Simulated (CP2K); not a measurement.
**SiO2 in CP2K: the effect of functional**

Crystal: SiO2.

```xyz
12
Lattice="6.8425 0.0000 0.0000 -4.8487 4.8280 0.0000 -0.9969 -2.4140 6.3244" Properties=species:S:1:pos:R:3 pbc="T T T"
Si    0.9969    2.4140    4.0870
Si   -2.7806    3.9740    0.0000
Si    4.7745    0.8540    0.0000
Si    0.0000    0.0000    2.2374
O    -4.6265    1.9106    5.0055
O     1.2191   -0.5034    1.3189
O     4.6265   -1.9106    5.0055
O    -1.2191    0.5034    1.3189
O    -0.4985   -1.2070    3.1622
O     3.4212    0.0000    0.0000
O    -2.4243    2.4140    0.0000
O     0.4985    1.2070    3.1622
```

The cell comes from a database or a generator and needn't be the stable form of this composition.

Alike in all runs:

- Program: CP2K 2026.2
- Task: atomic charges
- Potentials or basis: POTENTIAL_UZH Si GTH-PBE-q4, O GTH-PBE-q6; DZVP-MOLOPT-PBE-GTH basis
- Density cutoff: 11565 eV
- k mesh: 5 × 5 × 5
- Occupations: fermi-dirac, width 0.05 eV
- Spin: no spin polarisation

Problem. One run gave: gap on the mesh 6.85 eV; pressure 1.6 GPa; largest force 0.14 eV/Å. Which functional did it use?
A. BEEF-vdW
B. r2SCAN
C. WC
D. AM05
E. LDA

Solution. A.

```csv
functional,gap on the mesh (eV),pressure (GPa),largest force (eV/Å)
PBE,7.35,3.6,0.22
LDA,7.16,3.1,0.20
PBEsol,7.37,3.4,0.22
AM05,7.50,3.9,0.26
BEEF-vdW,6.85,1.6,0.14
WC,7.43,3.1,0.19
r2SCAN,7.94,0.8,0.14
```

Caveats: an odd mesh through Γ misses points on the zone boundary, where band edges often lie; the basis of atomic orbitals isn't converged, which shifts pressures, moduli and gaps; the potentials were made for another functional, which shifts forces and pressure (some runs).
